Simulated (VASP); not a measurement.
# Si (Fd-3m) in VASP: further runs

Runs on Si. Level: PBE. Tasks: single point.

Program: VASP 6.6.1. These are calculated values, not measurements. Logs are shortened: lines on timing, memory, paths and dates and some standing lists are left out, and cuts for length are marked.

## 1. The undisturbed crystal

It takes space group Fd-3m (No. 227, cubic). The conventional cell has a = 5.444 Å, b = 5.444 Å, c = 5.444 Å, α = 90.00°, β = 90.00°, γ = 90.00°. Si (site symmetry -43m) has 4 Si at 2.36 Å as nearest neighbours.

## 2. Single point, PBE (grid = ENCUT=400 dk=0.45 cell=2x2x2 ISMEAR=0 SIGMA=0.05 LREAL=Auto EDIFF=1e-06)

Contents of INCAR:

```
  PREC = Accurate
  ENCUT = 400
  EDIFF = 1E-6
  ISMEAR = 0
  SIGMA = 0.05
  LREAL = Auto
  LASPH = T
  NELM = 120
  ALGO = Fast
  ISIF = 2
  LWAVE = F
  LCHARG = F
  GGA = PE
  NBANDS = 40
```

Contents of KPOINTS:

```
Automatic mesh
0
Gamma
  3 3 3
```

Contents of POSCAR:

```
Si
1.0
    0.0000000000      5.4437023730      5.4437023730
    5.4437023730      0.0000000000      5.4437023730
    5.4437023730      5.4437023730      0.0000000000
Si
16
Direct
    0.2500000000      0.2500000000      0.2500000000
    0.2500000000      0.2500000000      0.7500000000
    0.2500000000      0.7500000000      0.2500000000
    0.2500000000      0.7500000000      0.7500000000
    0.7500000000      0.2500000000      0.2500000000
    0.7500000000      0.2500000000      0.7500000000
    0.7500000000      0.7500000000      0.2500000000
    0.7500000000      0.7500000000      0.7500000000
    0.3750000000      0.3750000000      0.3750000000
    0.3750000000      0.3750000000      0.8750000000
    0.3750000000      0.8750000000      0.3750000000
    0.3750000000      0.8750000000      0.8750000000
    0.8750000000      0.3750000000      0.3750000000
    0.8750000000      0.3750000000      0.8750000000
    0.8750000000      0.8750000000      0.3750000000
    0.8750000000      0.8750000000      0.8750000000
```

Potentials or basis: VASP PAW PBE potentials, release 64 (Si).

Run with:

```console
$ cat potpaw_PBE.64/Si/POTCAR > POTCAR
$ mpirun -np 1 vasp_std > vasp.out
```

OUTCAR:

```text
PREC = Accurate
   ENCUT = 400
   EDIFF = 1E-6
   ISMEAR = 0
   LREAL = Auto
   LASPH = T
   NELM = 120
   ISIF = 2
   GGA = PE

 Found      4 irreducible k-points:

 Following reciprocal coordinates:
            Coordinates               Weight
  0.000000  0.000000  0.000000      1.000000
  0.333333  0.000000  0.000000      8.000000
  0.333333  0.333333  0.000000      6.000000
 -0.333333  0.333333  0.000000     12.000000
   k-points           NKPTS =      4   k-points in BZ     NKDIM =      4   number of bands    NBANDS=     40
   number of dos      NEDOS =    301   number of ions     NIONS =     16
   total plane-waves  NPLWV = 125000
   dimension x,y,z NGX =    50 NGY =   50 NGZ =   50
   dimension x,y,z NGXF=   100 NGYF=  100 NGZF=  100
   ions per type =              16
   NGX,Y,Z   is equivalent  to a cutoff of  10.80, 10.80, 10.80 a.u.
   NGXF,Y,Z  is equivalent  to a cutoff of  21.59, 21.59, 21.59 a.u.
 SYSTEM =  unknown system
   PREC   = accura    normal or accurate (medium, high low for compatibility)
   ISTART =      0    job   : 0-new  1-cont  2-samecut
   ICHARG =      2    charge: 1-file 2-atom 10-const
   ISPIN  =      1    spin polarized calculation?
   LNONCOLLINEAR =      F non collinear calculations
   LSORBIT =      F    spin-orbit coupling
   LASPH  =      T    aspherical Exc in radial PAW
   ENCUT  =  400.0 eV  29.40 Ry    5.42 a.u.  12.55 12.55 12.55*2*pi/ulx,y,z
   NELM   =    120;   NELMIN=  2; NELMDL= -5     # of ELM steps
   EDIFF  = 0.1E-05   stopping-criterion for ELM
   LREAL  =      T    real-space projection
   EDIFFG = 0.1E-04   stopping-criterion for IOM
   NSW    =      0    number of steps for IOM
   IBRION =     -1    ionic relax: 0-MD 1-quasi-New 2-CG
   NFREE  =      0    steps in history (QN), initial steepest desc. (CG)
   ISIF   =      2    stress and relaxation
   ISYM   =      2    0-nonsym 1-usesym 2-fastsym
   POTIM  = 0.5000    time-step for ionic-motion
   TEBEG  =    0.0;   TEEND  =   0.0 temperature during run
   PSTRESS=    0.0 pullay stress
   NELECT =      64.0000    total number of electrons
   NUPDOWN=      -1.0000    fix difference up-down
   EMIN   =  10.00;   EMAX   =-10.00  energy-range for DOS
   EFERMI =   0.00;   METHOD = LEGACY
   ISMEAR =     0;   SIGMA  =   0.05  broadening in eV -4-tet -1-fermi 0-gaus
   EFERMI_NEDOS =   21; number of points for ismear=-14 and -15
   IALGO  =     68    algorithm
   IMIX   =      4    mixing-type and parameters
     AMIX     =   0.40;   BMIX     =  1.00
     AMIX_MAG =   1.60;   BMIX_MAG =  1.00
  volume/ion in A,a.u.               =      20.16       136.08
  Fermi-wavevector in a.u.,A,eV,Ry     =   0.954766  1.804247 12.402783  0.911579
  Thomas-Fermi vector in A             =   2.083543
   LORBIT       =      0    0 simple, 1 ext, 2 COOP (PROOUT), +10 PAW based schemes
   GGA     = PE    functional components
   LHFCALC =     F    Hartree Fock is set to
   AEXX    =    0.0000 exact exchange contribution
   IVDW    =     0    specifies the selected vdW correction
   LEPSILON=     F    determine dielectric tensor
   LRPA    =     F    only Hartree local field effects (RPA)
 non-spin polarized calculation
 RMM-DIIS sequential band-by-band and
 Gauss-broadening in eV      SIGMA  =   0.05
  energy-cutoff  :      400.00
  volume of cell :      322.64
 maximum number of plane-waves:      5961
 NGX is ok and might be reduce to    50
   NGX = 25   NGY = 25   NGZ = 25

 number of electron      63.9999997 magnetization

 Free energy of the ion-electron system (eV)
  ---------------------------------------------------
  ext. energy  EPLUGINS =         0.00000000
  ---------------------------------------------------
  free energy    TOTEN  =       -86.59741335 eV

  energy without entropy =      -86.59741335  energy(sigma->0) =      -86.59741335

 E-fermi :   6.0272     XC(G=0):  -9.3760

 val. band max:        5.7619112675   @ k =   0.0000   0.0000   0.0000
 cond. band min:       6.4838728361   @ k =   0.0000   0.0000   0.0000
 fundamental gap:      0.7219615686
 Fermi energy:         6.0272195693

 k-point     1 :       0.0000    0.0000    0.0000
  band No.  band energies     occupation
      1      -6.1483      2.00000
      2      -3.8346      2.00000
      3      -3.8346      2.00000
      4      -3.8346      2.00000
      5      -3.8346      2.00000
      6      -2.0294      2.00000
[... 32 lines left out ...]
     39       7.2759      0.00000
     40       7.2759      0.00000

 k-point     2 :       0.3333    0.0000    0.0000
  band No.  band energies     occupation
      1      -5.7893      2.00000
      2      -4.7805      2.00000
      3      -3.6751      2.00000
      4      -3.6751      2.00000
      5      -3.6751      2.00000
      6      -3.0997      2.00000
[... 32 lines left out ...]
     39       7.8019      0.00000
     40       8.0916      0.00000

 k-point     3 :       0.3333    0.3333    0.0000
  band No.  band energies     occupation
      1      -5.6671      2.00000
      2      -4.2555      2.00000
      3      -4.0566      2.00000
      4      -4.0566      2.00000
      5      -4.0566      2.00000
      6      -4.0566      2.00000
[... 32 lines left out ...]
     39       8.2064      0.00000
     40       8.5101      0.00000

 k-point     4 :      -0.3333    0.3333    0.0000
  band No.  band energies     occupation
      1      -5.2047      2.00000
      2      -4.8569      2.00000
      3      -4.8569      2.00000
      4      -3.8735      2.00000
      5      -3.8735      2.00000
      6      -2.9067      2.00000
[... 32 lines left out ...]
     39       9.1214      0.00000
     40       9.1262      0.00000

------------------------ aborting loop because EDIFF is reached ----------------------------------------

  FORCE on cell =-STRESS in cart. coord.  units (eV):
  Direction    XX          YY          ZZ          XY          YZ          ZX
  --------------------------------------------------------------------------------------
  -------------------------------------------------------------------------------------
  Total        2.6563917      2.6563917      2.6563917      0.0000000      0.0000000      0.0000000
  in kB       13.1913602     13.1913602     13.1913602      0.0000000      0.0000000      0.0000000
  external PRESSURE =      13.1913602 kB  Pullay stress =       0.0000000 kB

 VOLUME and BASIS-vectors are now :
 -----------------------------------------------------------------------------
  energy-cutoff  :      400.00
  volume of cell :      322.64
      direct lattice vectors                 reciprocal lattice vectors
     0.000000000  5.443702373  5.443702373    -0.091849254  0.091849254  0.091849254
     5.443702373  0.000000000  5.443702373     0.091849254 -0.091849254  0.091849254
     5.443702373  5.443702373  0.000000000     0.091849254  0.091849254 -0.091849254

 POSITION                                       TOTAL-FORCE (eV/Angst)
 -----------------------------------------------------------------------------------
      2.72185      2.72185      2.72185        -0.000000      0.000000     -0.000000
      5.44370      5.44370      2.72185         0.000000      0.000000     -0.000000
      5.44370      2.72185      5.44370        -0.000000     -0.000000     -0.000000
      8.16555      5.44370      5.44370         0.000000      0.000000     -0.000000
      2.72185      5.44370      5.44370        -0.000000      0.000000     -0.000000
      5.44370      8.16555      5.44370         0.000000      0.000000     -0.000000
[... 8 lines left out ...]
      6.80463      6.80463      9.52648        -0.000000     -0.000000      0.000000
      9.52648      9.52648      9.52648         0.000000     -0.000000      0.000000
 -----------------------------------------------------------------------------------
    total drift:                               -0.000001     -0.000001     -0.000001

  FREE ENERGIE OF THE ION-ELECTRON SYSTEM (eV)
  ---------------------------------------------------
  free  energy   TOTEN  =       -86.5974133531 eV

  energy  without entropy=      -86.5974133531  energy(sigma->0) =      -86.59741335
```

It took 46 s on 1 thread of Intel Xeon 6975P-C (Granite Rapids), shared host; peak memory 0.33 GiB.

These settings aren't checked as converged: the numbers below hold their error.

Results:

```yaml
Free_energy: -86.5974 eV
Pressure: 1.3 GPa
Band_gap_on_the_k_mesh: 0.72 eV
```

Caveat: an odd mesh through Γ misses points on the zone boundary, where band edges often lie.

## 3. Single point, PBE (grid = ENCUT=350 dk=0.35 cell=2x2x2 ISMEAR=0 SIGMA=0.05 LREAL=Auto EDIFF=1e-06)

INCAR, as its differences from that of step 2:

```diff
@@ -1,3 +1,3 @@
   PREC = Accurate
-  ENCUT = 400
+  ENCUT = 350
   EDIFF = 1E-6
```

KPOINTS is that of step 2.

POSCAR is that of step 2.

Potentials or basis: VASP PAW PBE potentials, release 64 (Si).

Run with:

```console
$ cat potpaw_PBE.64/Si/POTCAR > POTCAR
$ mpirun -np 1 vasp_std > vasp.out
```

It took 38 s on 1 thread of Intel Xeon 6975P-C (Granite Rapids), shared host; peak memory 0.3 GiB.

The run converged, but some of its settings lie outside the range that counts as converged, so its numbers aren't taken as properties of the crystal.

What came out:

```yaml
Free_energy: -86.5808 eV
Pressure: 1.3 GPa
Band_gap_on_the_k_mesh: 0.72 eV
```

Caveat: an odd mesh through Γ misses points on the zone boundary, where band edges often lie.

## 4. Single point, PBE (grid = ENCUT=500 dk=0.45 cell=2x2x2 ISMEAR=0 SIGMA=0.05 LREAL=Auto EDIFF=1e-06)

INCAR, as its differences from that of step 3:

```diff
@@ -1,3 +1,3 @@
   PREC = Accurate
-  ENCUT = 350
+  ENCUT = 500
   EDIFF = 1E-6
```

KPOINTS is that of step 3.

POSCAR is that of step 3.

Potentials or basis: VASP PAW PBE potentials, release 64 (Si).

Run with:

```console
$ cat potpaw_PBE.64/Si/POTCAR > POTCAR
$ mpirun -np 1 vasp_std > vasp.out
```

OUTCAR:

```text
PREC = Accurate
   ENCUT = 500
   EDIFF = 1E-6
   ISMEAR = 0
   LREAL = Auto
   LASPH = T
   NELM = 120
   ISIF = 2
   GGA = PE

 Found      4 irreducible k-points:

 Following reciprocal coordinates:
            Coordinates               Weight
  0.000000  0.000000  0.000000      1.000000
  0.333333  0.000000  0.000000      8.000000
  0.333333  0.333333  0.000000      6.000000
 -0.333333  0.333333  0.000000     12.000000
[... 252 lines left out ...]
  -------------------------------------------------------------------------------------
  Total        2.6798999      2.6798999      2.6798999      0.0000000     -0.0000000     -0.0000000
  in kB       13.3080998     13.3080998     13.3080998      0.0000000     -0.0000000     -0.0000000
  external PRESSURE =      13.3080998 kB  Pullay stress =       0.0000000 kB

 VOLUME and BASIS-vectors are now :
 -----------------------------------------------------------------------------
  energy-cutoff  :      500.00
  volume of cell :      322.64
      direct lattice vectors                 reciprocal lattice vectors
     0.000000000  5.443702373  5.443702373    -0.091849254  0.091849254  0.091849254
     5.443702373  0.000000000  5.443702373     0.091849254 -0.091849254  0.091849254
     5.443702373  5.443702373  0.000000000     0.091849254  0.091849254 -0.091849254

 POSITION                                       TOTAL-FORCE (eV/Angst)
 -----------------------------------------------------------------------------------
      2.72185      2.72185      2.72185        -0.000000     -0.000000     -0.000000
      5.44370      5.44370      2.72185        -0.000000     -0.000000     -0.000000
      5.44370      2.72185      5.44370        -0.000000     -0.000000     -0.000000
      8.16555      5.44370      5.44370        -0.000000     -0.000000     -0.000000
      2.72185      5.44370      5.44370        -0.000000     -0.000000     -0.000000
      5.44370      8.16555      5.44370        -0.000000     -0.000000     -0.000000
[... 8 lines left out ...]
      6.80463      6.80463      9.52648         0.000000      0.000000      0.000000
      9.52648      9.52648      9.52648         0.000000      0.000000      0.000000
 -----------------------------------------------------------------------------------
    total drift:                               -0.000000     -0.000000      0.000000

  FREE ENERGIE OF THE ION-ELECTRON SYSTEM (eV)
  ---------------------------------------------------
  free  energy   TOTEN  =       -86.5979028694 eV

  energy  without entropy=      -86.5979028694  energy(sigma->0) =      -86.59790287
```

stdout:

```text
POSCAR found type information on POSCAR Si
 POSCAR found :  1 types and      16 ions
 scaLAPACK will be used
 LDA part: xc-table for (Slater+PW92), standard interpolation
 POSCAR, INCAR and KPOINTS ok, starting setup
 FFT: planning ... GRIDC
 FFT: planning ... GRID_SOFT
 FFT: planning ... GRID
 WAVECAR not read
 entering main loop
```

Wall time 54 s (1 thread of Intel Xeon 6975P-C (Granite Rapids), shared host); peak memory 0.38 GiB.

These settings aren't checked as converged: the numbers below hold their error.

Results:

```
Free energy            : -86.5979 eV
Pressure               : 1.3 GPa
Band gap on the k mesh : 0.72 eV
```

Caveat: an odd mesh through Γ misses points on the zone boundary, where band edges often lie.

## 5. The reference run

An earlier run on the cell as given: functional PBE; potentials or basis VASP PAW PBE potentials, release 64 (Si); cutoff 520 eV; k mesh 8 × 8 × 8; occupations fermi-dirac, width 0.05 eV; no spin polarisation.

* Pressure: 1.3 GPa
* Band gap on the k mesh: 0.63 eV, indirect (least direct gap 2.56 eV)
